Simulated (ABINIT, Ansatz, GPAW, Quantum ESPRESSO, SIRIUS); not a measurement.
One calculation of CoO, 5 ways

```
Co O
1.0
     1.50547    0.86918    2.43993
    -1.50547    0.86918    2.43993
     0.00000   -1.73837    2.43993
Co O
1 1
Direct
  0.00000 0.00000 0.00000
  0.50000 0.50000 0.50000
```

The cell is a database's computed one, not the measured one.

Alike in all runs: task single point; functional PBEsol; k mesh 11 × 11 × 11; occupations fermi-dirac, width 0.05 eV; collinear spin, ferromagnetic start; no spin-orbit coupling. Pressure is positive in compression and, in plane waves, holds the error of the finite cutoff.

```csv
program and potentials,plane-wave cutoff (eV),notes,pressure (GPa),net moment per atom (μB)
"ABINIT, JTH PAW PBE v2.0",707,potentials made for PBE; 11.5 valence electrons an atom on average,-9.34,1.47
"SIRIUS, PseudoDojo 0.4.1 PBEsol standard (scalar relativistic)",1307,11.5 valence electrons an atom on average,?,?
"GPAW, PAW data sets generated for this functional",800,7.5 valence electrons an atom on average,-8.27,1.47
"Quantum ESPRESSO, GBRV 1.5 PBEsol",762,11.5 valence electrons an atom on average,-8.81,1.50
"Ansatz, all-electron LAPW, scalar-relativistic",-,-,-9.18,1.47
```

**Question.** Estimate from the other rows what the run with SIRIUS, PseudoDojo 0.4.1 PBEsol standard (scalar relativistic) gave.

**Answer.** Pressure -9.37 GPa; net moment per atom 1.49 μB. The other rows, which needn't bracket it: pressure -9.34 to -8.27; net moment per atom 1.47 to 1.50.
